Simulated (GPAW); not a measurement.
# MoS2 in GPAW: band structure with r2SCAN

Aim: the band structure of MoS2 with r2SCAN.

Everything below comes from runs of GPAW 26.7.0. Logs are shortened: lines on timing, memory, paths and dates and some standing lists are left out, and cuts for length are marked. The log counts tension as positive stress, the text compression.

## Step 1: The slab as given

The cell holds a slab with vacuum, 9 atoms: a = 3.184 Å, b = 3.184 Å, c = 28.387 Å, α = 90.00°, β = 90.00°, γ = 120.00°.

## Step 2: Band structure, r2SCAN

Contents of run.py:

```python
from ase import Atoms
from ase.dft.bandgap import bandgap
from ase.io import write
from ase.units import GPa
from gpaw import GPAW, PW

atoms = Atoms(['Mo', 'Mo', 'Mo', 'S', 'S', 'S', 'S', 'S', 'S'],
              cell=[[3.1840155185, 0.0, 0.0],
                    [-1.5920077592, 2.757438325, 0.0],
                    [0.0, 0.0, 28.3873198]],
              scaled_positions=[[0.3333333333, 0.6666666667, 0.22816477],
                                [0.3333333333, 0.6666666667, 0.77183523],
                                [0.6666666667, 0.3333333333, 0.0],
                                [0.6666666667, 0.3333333333, 0.17349309],
                                [0.6666666667, 0.3333333333, 0.71718751],
                                [0.3333333333, 0.6666666667, 0.94533412],
                                [0.6666666667, 0.3333333333, 0.28281249],
                                [0.6666666667, 0.3333333333, 0.82650691],
                                [0.3333333333, 0.6666666667, 0.05466588]],
              pbc=True)

calc = GPAW(mode=PW(600),
            xc='MGGA_X_R2SCAN+MGGA_C_R2SCAN',
            kpts={'size': (6, 6, 1), 'gamma': True},
            occupations={'name': 'fermi-dirac', 'width': 0.05},
            nbands=67,
            convergence={'density': 1e-05, 'energy': 1e-05},
            maxiter=150,
            txt='gpaw.txt')
atoms.calc = calc
energy = atoms.get_potential_energy()
forces = atoms.get_forces()
stress = atoms.get_stress()
calc.write('gs.gpw')
write('result.traj', atoms)
print(f'Energy: {energy:.6f} eV')
print('Forces (eV/A):')
print(forces.round(4))
print('Stress (GPa):', (stress / GPa).round(3))
print('Fermi level:', round(calc.get_fermi_level(), 4), 'eV')
print(f'Gap: {bandgap(calc)[0]:.4f} eV, direct: {bandgap(calc, direct=True)[0]:.4f} eV')

path = atoms.cell.bandpath('GMKGALHA,LM,KH', npoints=62, eps=1e-4)
bs_calc = calc.fixed_density(kpts=path, symmetry='off', nbands=108,
                             convergence={'bands': 'CBM+6.0', 'eigenstates': 1e-6}, txt='bands.txt')
bs = bs_calc.band_structure()
bs.write('bs.json')
print(f'Gap on the path: {bandgap(bs_calc)[0]:.4f} eV')
```

Potentials or basis: GPAW PAW data sets (gpaw-data 1.2.1), pw.

Started as:

```
$ OMP_NUM_THREADS=1 python run.py
```

gpaw.txt:

```text
__  _  _
 | _ |_)|_||  |
 |__||  | ||/\| - 26.7.0

Input parameters:
  mode=PW(ecut=600.0),
  convergence={'density': 1e-05, 'energy': 1e-05},
  kpts=MonkhorstPack(size=(6, 6, 1), gamma=True),
  maxiter=150,
  nbands=67,
  occupations=Occupations(name='fermi-dirac', width=0.05),
  xc=XC(name='MGGA_X_R2SCAN+MGGA_C_R2SCAN')

Diagonalizing LCAO Hamiltonian
Converting LCAO to pw mode

        S

           S

        Mo

           S

           S

        Mo

           S

        S

           Mo

Atoms  # Å, Bohr magnetons
|   | symbol |         x |        y |         z |    initial magnetic moments |
|---|--------|-----------|----------|-----------|-----------------------------|
| 0 |     Mo | -0.000000 | 1.838292 |  6.476986 | ( 0.0000,  0.0000,  0.0000) |
| 1 |     Mo | -0.000000 | 1.838292 | 21.910334 | ( 0.0000,  0.0000,  0.0000) |
| 2 |     Mo |  1.592008 | 0.919146 |  0.000000 | ( 0.0000,  0.0000,  0.0000) |
| 3 |      S |  1.592008 | 0.919146 |  4.925004 | ( 0.0000,  0.0000,  0.0000) |
| 4 |      S |  1.592008 | 0.919146 | 20.359031 | ( 0.0000,  0.0000,  0.0000) |
| 5 |      S | -0.000000 | 1.838292 | 26.835502 | ( 0.0000,  0.0000,  0.0000) |
| 6 |      S |  1.592008 | 0.919146 |  8.028289 | ( 0.0000,  0.0000,  0.0000) |
| 7 |      S |  1.592008 | 0.919146 | 23.462316 | ( 0.0000,  0.0000,  0.0000) |
| 8 |      S | -0.000000 | 1.838292 |  1.551818 | ( 0.0000,  0.0000,  0.0000) |

Unit cell  # Å
| periodic |         x |        y |         z |   lengths |     angles |
|----------|-----------|----------|-----------|-----------|------------|
|      yes |  3.184016 | 0.000000 |  0.000000 |  3.184016 |  90.000000 |
|      yes | -1.592008 | 2.757438 |  0.000000 |  3.184016 |  90.000000 |
|      yes |  0.000000 | 0.000000 | 28.387320 | 28.387320 | 120.000000 |

Number of symmetries: 12
Symmetry operations  # r_c * U_cc + t_c -> r_c
|    | kind |            matrix            |
|----|------|------------------------------|
|  0 |  σ   |  1, 1, 0,  0,-1, 0,  0, 0, 1 |
|  1 |  C2  |  1, 1, 0,  0,-1, 0,  0, 0,-1 |
|  2 |  E   |  1, 0, 0,  0, 1, 0,  0, 0, 1 |
|  3 |  σ   |  1, 0, 0,  0, 1, 0,  0, 0,-1 |
|  4 |  C3  |  0, 1, 0, -1,-1, 0,  0, 0, 1 |
|  5 |  S3  |  0, 1, 0, -1,-1, 0,  0, 0,-1 |
|  6 |  σ   |  0,-1, 0, -1, 0, 0,  0, 0, 1 |
|  7 |  C2  |  0,-1, 0, -1, 0, 0,  0, 0,-1 |
|  8 |  σ   | -1, 0, 0,  1, 1, 0,  0, 0, 1 |
|  9 |  C2  | -1, 0, 0,  1, 1, 0,  0, 0,-1 |
| 10 |  C3  | -1,-1, 0,  1, 0, 0,  0, 0, 1 |
| 11 |  S3  | -1,-1, 0,  1, 0, 0,  0, 0,-1 |

BZ-sampling:
  Number of BZ points: 36
  Number of IBZ points: 7

  Monkhorst-Pack size: [6, 6, 1]
  Monkhorst-Pack shift: [0.08333333333333333, 0.08333333333333333, 0.0]

K-points  # in reciprocal-cell coordinates
|   |                                coordinates |     weight |
|---|--------------------------------------------|------------|
| 0 | (  0.00000000,   0.00000000,   0.00000000) | 0.02777778 |
| 1 | (  0.16666667,   0.00000000,   0.00000000) | 0.16666667 |
| 2 | (  0.33333333,  -0.16666667,   0.00000000) | 0.16666667 |
| 3 | (  0.33333333,   0.00000000,   0.00000000) | 0.16666667 |
| 4 | (  0.33333333,   0.33333333,   0.00000000) | 0.05555556 |
| 5 | (  0.50000000,   0.33333333,   0.00000000) | 0.33333333 |
| 6 | (  0.50000000,   0.50000000,   0.00000000) | 0.08333333 |

Plane wave coefficients: 8359
Cutoff: 600.0 eV

Spin-components: 1 (collinear spins)
Bands:           67
Projectors:      48
Spin-degeneracy: 2
Datatype:        complex128

Parallelization:
  kpt:    1
  domain: 1
  band:   1

Density:
  Valence electrons: 78.0
  Components: 1
  Grid points: [ 18  18 162]
  Charge: 0.0  # |e|

Potential:
  Grid points: [ 18  18 162]

species:
  Mo:
    name:    Molybdenum
    Z:       42.0
    valence: 14
    core:    28
    charge:  0.0  # [|e|]
    compensation charges:
      type: gauss
      rc: 0.38  # [Å]
      lmax: 2
    cutoffs:
      filter: 2.16  # [Å]
      core: 1.42  # [Å]
    projectors
    | kind |    occ | energy [eV] | rcut [Å] |
    |------|--------|-------------|----------|
    |   4s |  2.000 |     -64.307 |    1.238 |
    |   5s |  1.000 |      -4.084 |    1.238 |
    |   4p |  6.000 |     -38.491 |    1.296 |
    |   5p |  0.000 |      -1.044 |    1.296 |
    |   4d |  5.000 |      -3.754 |    1.296 |
    |    d |        |      23.458 |    1.296 |

    Using partial waves for Mo as LCAO basis

  S:
    name:    Sulfur
    Z:       16.0
    valence: 6
    core:    10
    charge:  0.0  # [|e|]
    compensation charges:
      type: gauss
      rc: 0.24  # [Å]
      lmax: 2
    cutoffs:
      filter: 1.77  # [Å]
      core: 1.66  # [Å]
    projectors
    | kind |    occ | energy [eV] | rcut [Å] |
    |------|--------|-------------|----------|
    |   3s |  2.000 |     -17.254 |    0.974 |
    |   3p |  4.000 |      -7.008 |    0.979 |
    |    s |        |       9.957 |    0.974 |
    |    p |        |      20.203 |    0.979 |
    |    d |        |       0.000 |    0.900 |

    Using partial waves for S as LCAO basis

Reference energy: -395547.937280  # eV

eigensolver:
  PPCG
  Converge bands: occupied
  niter=2

density mixing:
  MSR1-Mixer
  Pratt-step length: 0.05
  Maximum mixing coefficient: 0.75
  Old densities: 10
  SVD Regularization: 0.005
  Good broyden scale: 1.0
  Trust region scale: 1.0
  Backstep threshold: 4.0
  History deletion threshold: 6.0
  Fourier metric: weight=20.0, sigma=0.015

occupation numbers:
  Fermi-Dirac:
    width: 0.0500  # eV

poisson solver:
  ecut: 4800.0  # eV

xc functional:
  name: MGGA_X_R2SCAN+MGGA_C_R2SCAN with 2 nearest neighbor stencil

convergence criteria:
- Maximum integral of absolute [dens]ity change: 1e-05 electrons / valence electron
- Maximum [total energy] change in last 3 cyles: 1e-05 eV / valence electron
- Maximum integral of absolute [eigenst]ate change: 4e-08 eV^2 / valence electron
maximum number of iterations: 150

SCF iterations
|iter     | |      energy | eigst |  dens |
|---------|-|-------------|-------|-------|
|iter:   1| | -151.447296 | +0.64 |       |
|iter:   2| | -127.480848 | -0.69 | -0.98 |
|iter:   3| | -124.564109 | -0.88 | -1.05 |
|iter:   4| | -124.643587 | -1.57 | -1.42 |
|iter:   5| | -125.045222 | -1.95 | -1.71 |
|iter:   6| | -124.696751 | -2.20 | -1.71 |
|iter:   7| | -124.693976 | -2.96 | -2.18 |
|iter:   8| | -124.692809 | -3.62 | -2.52 |
|iter:   9| | -124.693144 | -4.52 | -3.03 |
|iter:  10| | -124.693150c| -5.61 | -3.76 |
|iter:  11| | -124.693152c| -6.40 | -4.21 |
|iter:  12| | -124.693152c| -7.28 | -4.65 |
|iter:  13| | -124.693152c| -7.75c| -5.36c|

Converged in 13 steps
Energy contributions relative to reference atoms: (reference = -395547.937280)

Energy contributions:
  Kinetic:         -41.131284
  Coulomb:          21.250552
  Zero:             -1.167962
  External:          0.000000
  Xc:             -103.644459
  Entropy:          -0.000001
  Spinorbit:         0.000000
  ----------------------------
  Free energy:    -124.693152
  Extrapolated:   -124.693152

dipole moment: (0.519749, -0.300074, -106.469754)  # |e|*Ang

Fermi level: 3.609
Eigenvalues  # (at kpt = [0.000, 0.000, 0.000])
| band index |      eig [eV] | occ [0-2] |
|------------|---------------|-----------|
|          0 |       -60.337 |     2.000 |
|        ... |               |           |
|         31 |         0.908 |     2.000 |
|         32 |         0.908 |     2.000 |
|         33 |         0.915 |     2.000 |
|         34 |         0.915 |     2.000 |
|         35 |         1.286 |     2.000 |
|         36 |         2.388 |     2.000 |
[... 8 lines left out ...]
|         45 |         5.719 |     0.000 |
|         46 |         5.719 |     0.000 |
|        ... |               |           |
|         66 |        14.081 |     0.000 |

Gap: 1.238 eV
Transition (v -> c):
  (s=0, k=0, n=38, [0.00, 0.00, 0.00]) -> (s=0, k=4, n=39, [0.33, 0.33, 0.00])
Direct/indirect transitions are different
Direct gap: 1.725 eV
Transition at: (s=0, k=4, n=38, [0.33, 0.33, 0.00])

Forces  # eV/Ang
|        x |        y |        z |
|----------|----------|----------|
|  0.00000 |  0.00000 |  0.00144 |  # Mo   0
| -0.00000 | -0.00000 | -0.00144 |  # Mo   1
|  0.00000 |  0.00000 |  0.00000 |  # Mo   2
|  0.00000 | -0.00000 | -0.02811 |  # S    3
|  0.00000 |  0.00000 | -0.02870 |  # S    4
| -0.00000 | -0.00000 | -0.02865 |  # S    5
|  0.00000 | -0.00000 |  0.02870 |  # S    6
|  0.00000 | -0.00000 |  0.02811 |  # S    7
|  0.00000 |  0.00000 |  0.02865 |  # S    8

Stress tensor  # eV/Ang^3
|         x |         y |         z |
|-----------|-----------|-----------|
| -0.000615 |  0.000000 |  0.000000 |
|  0.000000 | -0.000615 |  0.000000 |
|  0.000000 |  0.000000 | -0.000728 |

# Writing to gs.gpw (mode='')
```

It took 34 min on 1 thread of Arm Neoverse V2, shared host; peak memory 1.6 GiB.

What came out:

```yaml
Free_energy: -124.6932 eV
Largest_force: 0.029 eV/Å
Band_gap_on_the_k_mesh: 1.24 eV, indirect (least direct gap 1.72 eV)
Band_gap_along_the_path: 1.24 eV, indirect (least direct gap 1.72 eV)
```

Forces on the atoms (eV/Å):
```
Mo   0.000  0.000  0.001
Mo   0.000  0.000 -0.001
Mo   0.000  0.000  0.000
S    0.000  0.000 -0.028
S    0.000  0.000 -0.029
S    0.000  0.000 -0.029
S    0.000  0.000  0.029
S    0.000  0.000  0.028
S    0.000  0.000  0.029
```

Levels at the corners of the path, in eV from the valence-band top:
```csv
point,band 35,band 36,band 37,band 38,band 39,band 40,band 41,band 42,band 43,band 44
Γ,-2.12,-1.75,-0.65,-0.28,0.00,2.45,2.45,2.46,2.46,2.46
M,-1.60,-1.57,-1.15,-1.12,-1.10,1.85,1.86,1.87,2.33,2.39
K,-2.71,-2.70,-0.55,-0.52,-0.49,1.24,1.24,1.24,2.55,2.80
Γ,-2.12,-1.75,-0.65,-0.28,0.00,2.45,2.45,2.46,2.46,2.46
A,-2.12,-1.75,-0.65,-0.28,0.00,2.45,2.45,2.46,2.46,2.46
L,-1.60,-1.57,-1.15,-1.12,-1.10,1.85,1.86,1.87,2.33,2.39
H,-2.71,-2.70,-0.55,-0.52,-0.49,1.24,1.24,1.24,2.55,2.80
A,-2.12,-1.75,-0.65,-0.28,0.00,2.45,2.45,2.46,2.46,2.46
L,-1.60,-1.57,-1.15,-1.12,-1.10,1.85,1.86,1.87,2.33,2.39
M,-1.60,-1.57,-1.15,-1.12,-1.10,1.85,1.86,1.87,2.33,2.39
K,-2.71,-2.70,-0.55,-0.52,-0.49,1.24,1.24,1.24,2.55,2.80
H,-2.71,-2.70,-0.55,-0.52,-0.49,1.24,1.24,1.24,2.55,2.80
```

Caveat: the PAW data sets were made with another functional, which shifts forces and pressure a little.
